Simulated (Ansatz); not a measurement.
The cell below belongs to a search over invented structures; it isn't taken from experiment.

Input and command of a plane-wave DFT calculation in Ansatz:

```yaml
crystal:
  lattice:
    - [3.7991635594, -2.8e-09, 0.0]
    - [-1.8995817773, 3.290172157, 0.0]
    - [0.0, 0.0, 30.15178672]
  atoms:
    - { symbol: Zr, position: [0.0, 0.0, 0.2984897739] }
    - { symbol: Se, position: [0.6666666667, 0.3333333333, 0.2460144628] }
    - { symbol: Se, position: [0.3333333333, 0.6666666667, 0.350965085] }
  periodic: [true, true, false]
basis:
  ecutwfc: 420
kpoints:
  mp_grid: { grid: [12, 12, 1] }
hamiltonian:
  xc: pbe
scf:
  occupations: { method: fixed }
output:
  forces: true
  stress: true
  eigenvalues: true
  write_density: true
  write_potential: true
  elf: true
  volumetric_format: npy
relax:
  adjacent_minimum: "off"
  f_tol: 0.001
  max_steps: 60
  cell: { stress_2d_tol: 0.005 }
```

```bash
ansatz run input.yaml --threads 1 --pin off --max-ram 2048MiB --backend cpu --events-out ev --progress --plain --runs-dir out
```

Processor: Arm Neoverse V1, 1 thread, on a host shared with other jobs.

Task: How long does it run, and how much memory does it take?

Result: About 60 s, peak memory 0.61 GiB. It solves 27 bands at 19 k points (after reduction by symmetry) with about 7373 plane waves (on the last cell), in 26 SCF iterations over 4 ionic steps.
